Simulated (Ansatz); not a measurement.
Calculated with Ansatz (gas phase, PBE0-D4/def2-TZVP geometries, no zero-point term in ΔE). CCSD(T)/CBS is the MP2 limit (def2-TZVPP, def2-QZVPP) plus CCSD(T) − MP2 in def2-TZVPP, frozen cores. This one scheme is used for every species. Functionals use def2-TZVPP. B3LYP here is the variant with VWN-RPA as its local correlation; programs differ in this. Triplets are unrestricted, without spin–orbit coupling.

Reaction (formal loss of a carbene): `CC(=O)N(C)C` → `[CH2]` (triplet) + `CNC(C)=O`

```
             level  ΔE (kcal/mol)  difference from CCSD(T)/CBS
            PBE-D4           98.9                          1.6
         r2SCAN-D4           91.8                         -5.5
           PBE0-D4           96.6                         -0.7
          B3LYP-D4           95.6                         -1.7
           ωB97X-V          100.0                          2.7
               PBE           96.9                         -0.4
             B3LYP           92.4                         -4.9
     HF/def2-TZVPP           60.4                        -36.9
    MP2/def2-TZVPP           98.1                          0.8
   CCSD/def2-TZVPP           91.9                         -5.4
CCSD(T)/def2-TZVPP           95.0                         -2.3
     HF/def2-QZVPP           60.3                        -37.0
    MP2/def2-QZVPP           99.4                          2.1
SCS-MP2/def2-QZVPP           99.6                          2.3
      HF/CBS(def2)           60.3                        -37.0
    CCSD/CBS(def2)           94.1                         -3.2
       CCSD(T)/CBS           97.3                            0
```

Largest T1 diagnostic among the species: 0.014.

The D4 term adds +3.3 kcal/mol with B3LYP and +1.8 kcal/mol with PBE0; it sums over pairs of atoms, weighted by their polarisabilities, and B3LYP, whose exchange is more repulsive, gets the larger term. In def2-TZVPP, CCSD(T) changes the Hartree–Fock value by +34.6 kcal/mol (the triples alone add +3.1 kcal/mol) and MP2 by +37.7 kcal/mol. From PBE to PBE0 (25 % exact exchange), in def2-TZVPP and without D4, ΔE moves by −2.1 kcal/mol.

CCSD(T)/CBS has its own doubt, a few kJ/mol and more with outer-core shells, so smaller differences from it don't rank the levels.
